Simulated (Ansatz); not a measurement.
Write the native input for Ansatz 0.2.0 that does the following.

| Item | Value |
| --- | --- |
| Task | single point |
| Functional | PBE |
| Potentials or basis | Ansatz PAW |
| Cutoff | 420 eV (not typed: the program's choice for these potentials) |
| k mesh | 11 × 11 × 11 |
| Occupations | gaussian, width 0.024 eV |
| Spin | no spin polarisation |

NbAs:

```
CELL_PARAMETERS angstrom
-1.72585 1.72585 5.84000
1.72585 -1.72585 5.84000
1.72585 1.72585 -5.84000
ATOMIC_POSITIONS crystal
Nb 0.50000 0.00000 0.50000
Nb 0.75000 0.75000 0.00000
As 0.91600 0.41600 0.50000
As 0.16600 0.16600 0.00000
```

These files were run (other wordings do the same):

input.yaml

```yaml
crystal:
  lattice:
    - [-1.72585, 1.72585, 5.84]
    - [1.72585, -1.72585, 5.84]
    - [1.72585, 1.72585, -5.84]
  atoms:
    - { symbol: Nb, position: [0.5, 0.0, 0.5] }
    - { symbol: Nb, position: [0.75, 0.75, 0.0] }
    - { symbol: As, position: [0.916, 0.416, 0.5] }
    - { symbol: As, position: [0.166, 0.166, 0.0] }
hamiltonian:
  xc: pbe
  pseudopotentials: { kind: paw }
kpoints:
  mp_grid: { grid: [11, 11, 11] }
scf:
  occupations: { method: gaussian, width: 0.024 }
output:
  forces: true
  stress: true
  eigenvalues: true
```

Potentials or basis: Ansatz PAW.

Command:

```sh
$ ansatz run input.yaml --threads 2 --pin off --max-ram 5632MiB --backend cpu --events-out ev --progress --plain --runs-dir out
```

It gave:

The pressure is 3.3 GPa. The largest force is 0.301 eV/Å and the band gap on the k mesh is 0.02 eV, indirect (least direct gap 0.06 eV).

Caveat: odd divisions of the mesh miss points on the zone boundary, where band edges often lie, so the gap on the mesh can be too wide.

Run time: 6.7 s on 2 threads of Intel(R) Xeon(R) 6975P-C (Granite Rapids), on a shared host, peak memory 0.51 GiB.
